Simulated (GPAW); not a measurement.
Crystal: Hf.

```
CELL_PARAMETERS angstrom
3.19670 0.00000 0.00000
-1.59835 2.76842 0.00000
0.00000 0.00000 5.05780
ATOMIC_POSITIONS crystal
Hf 0.66667 0.33333 0.75000
Hf 0.33333 0.66667 0.25000
```

- Program: GPAW 26.7.0
- Task: relaxation of cell and atoms
- Functional: PBEsol
- Dispersion: D3(BJ)
- Potentials or basis: PAW data sets generated in the run's folder for this functional
- Cutoff: 600 eV
- Basis: pw
- k mesh: 10 × 10 × 5
- Occupations: fermi-dirac, width 0.05 eV
- Spin: no spin polarisation

At the start: pressure -7.2 GPa; volume 22.38 Å³/atom.

Where does the relaxation end?

Over 3 steps the energy falls by 35.1 meV/atom and the volume is 20.88 Å³/atom (-6.7 %); space group P6_3/mmc (No. 194, to 0.05 Å).

Step by step:
| step | energy change (eV) | largest force (eV/Å) | pressure (GPa) | volume (Å³) |
| --- | --- | --- | --- | --- |
| 1 | 0.0000 | 0.0000 | -7.22 | 44.76 |
| 2 | -0.0373 | 0.0000 | -5.08 | 43.80 |
| 3 | -0.0702 | 0.0000 | 0.27 | 41.76 |

Final structure:
```cif
data_structure
_symmetry_space_group_name_H-M 'P 1'
_symmetry_Int_Tables_number 1
_cell_length_a 3.1253
_cell_length_b 3.1253
_cell_length_c 4.9373
_cell_angle_alpha 90.000
_cell_angle_beta 90.000
_cell_angle_gamma 120.000
_cell_volume 41.76
loop_
_atom_site_label
_atom_site_type_symbol
_atom_site_fract_x
_atom_site_fract_y
_atom_site_fract_z
_atom_site_occupancy
Hf1 Hf 0.66667 0.33333 0.75000 1
Hf2 Hf 0.33333 0.66667 0.25000 1
```

Caveat: later steps reuse the first step's grids; pairwise dispersion overbinds metals, which lowers pressure and volume.
